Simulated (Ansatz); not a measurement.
## Squeezing Nb (hcp type)

```
Nb
1.0
     2.86838    0.00000    0.00000
    -1.43419    2.48409    0.00000
     0.00000    0.00000    5.23944
Nb
2
Direct
  0.33333 0.66667 0.25000
  0.66667 0.33333 0.75000
```

The cell comes from a relaxation on PAW files under the same functional, begun from a prototype that needn't be the stable phase.

Its volume is scaled, and at each volume shape and atoms are relaxed on PAW files; all methods then take that cell.

Level of theory: DFT with PBE, scalar-relativistic, in Ansatz 0.2.0; a Γ-centred 16×16×9 k mesh, Fermi–Dirac smearing of 0.05 eV, no spin polarisation. LAPW: all electrons, basis error target 1 meV/atom; PAW: frozen-core files, cutoff 420 eV; crystal datasets: all electrons, by PAW datasets that the program makes for each cell; norm-conserving: pseudopotentials, cutoff 1116 eV; PAW (core large): files with a larger core, cutoff 420 eV.

Energies are extrapolated to zero smearing and count from the unscaled cell; pressure is positive in compression; gaps take the mesh and a band path. No temperature or zero-point motion is included.

The structure type is held throughout; the real material can change phase at far lower pressure.

```
V/V0  V (Å³/atom)  P LAPW (GPa)  ΔE LAPW (eV/atom)  P PAW − LAPW (GPa)  ΔE PAW − LAPW (meV/atom)  space group  shortest distance (Å)
1.00        18.67          0.00              0.000                0.01                       0.0     P6_3/mmc                  2.868
0.92        17.17         15.74              0.068                0.00                       0.1     P6_3/mmc                  2.796
0.84        15.68          38.7              0.315               -0.01                       0.0     P6_3/mmc                  2.717
0.76        14.19          72.8              0.823               -0.03                      -0.1     P6_3/mmc                  2.632
0.68        12.69         124.2              1.724               -0.08                      -0.7     P6_3/mmc                  2.544
0.60        11.20         205.3              3.229               -0.22                      -1.9     P6_3/mmc                  2.454
0.52         9.71             ?                  ?                   ?                         ?            ?                      ?
0.45         8.40         535.8              9.189               -1.28                     -13.2     P6_3/mmc                  2.278
```

Q: Fit the Vinet equation to the LAPW pressures shown (residuals weighted by 1/(|P| + 0.03·Pmax)), and predict the pressure of the withheld row.

A: The fit gives V0 = 18.68 Å³/atom, B0 = 156 GPa and B0′ = 3.98. At 9.71 Å³/atom, x = (V/V0)^(1/3) = 0.8040, and P = 3·B0·(1 − x)/x²·exp[1.5·(B0′ − 1)·(1 − x)] = 340.8 GPa. The run itself gave 338.2 GPa (+0.8 % off) and ΔE = 5.702 eV/atom.

Q: At the smallest volume, how far do crystal datasets and norm-conserving and PAW (core large) lie from LAPW in pressure?

A: crystal datasets: +0.01 GPa; norm-conserving: -0.78 GPa; PAW (core large): -1.28 GPa, on a LAPW pressure of 535.8 GPa.

Q: How do the Löwdin populations by LAPW change from the unscaled cell to the last row?

A: Nb 4s 1.94 → 1.81, Nb 5s 0.71 → 0.36, Nb 4p 5.98 → 5.78, Nb 4d 4.33 → 5.02 electrons an atom. These are projections on the shells that the free atoms fill; 0.09 e a cell lies outside them at the start and 0.10 e at the end.
